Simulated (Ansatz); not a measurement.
Runs of Ansatz 0.2.0 on Mo. Symmetry: Im-3m, No. 229, cubic system. Conventional cell: a = 3.168 Å, b = 3.168 Å, c = 3.168 Å, α = 90.00°, β = 90.00°, γ = 90.00°. Mo (site symmetry m-3m) is surrounded by 8 Mo at 2.74 Å. 

| task | level | cell | cutoff (eV) | smearing | gap on the mesh (eV) | pressure (GPa) | relaxed volume (Å³/atom) |
| --- | --- | --- | --- | --- | --- | --- | --- |
| relaxation of cell and atoms | PBE+D3(BJ) | relaxed | - | fermi-dirac 0.05 eV | - | 0.0 | (a) |
| band structure | BLYP | as given | 248 | fermi-dirac 0.05 eV | - | 8.0 | - |
| relaxation of cell and atoms | RPBE | relaxed | - | fermi-dirac 0.05 eV | - | 0.0 | 15.99 |
| single point | PBE | as given | 249 | gaussian 0.023 eV | none | -1.9 | - |
| single point | PBE | as given | 249 | gaussian 0.1 eV | none | -1.9 | - |
| band structure | PBEsol | as given | 249 | fermi-dirac 0.05 eV | - | -9.6 | - |

Alike in all rows: potentials or basis all-electron LAPW, scalar-relativistic; no spin polarisation; k mesh 12 × 12 × 12; basis error allowed 0.001 eV/atom.

Problem. Estimate the missing entries.

Solution. (a) 15.33.

A k mesh can miss the band edges, and the runs leave out spin-orbit coupling on Mo.

A gap of «none» marks a metal or a gap under the smearing width.
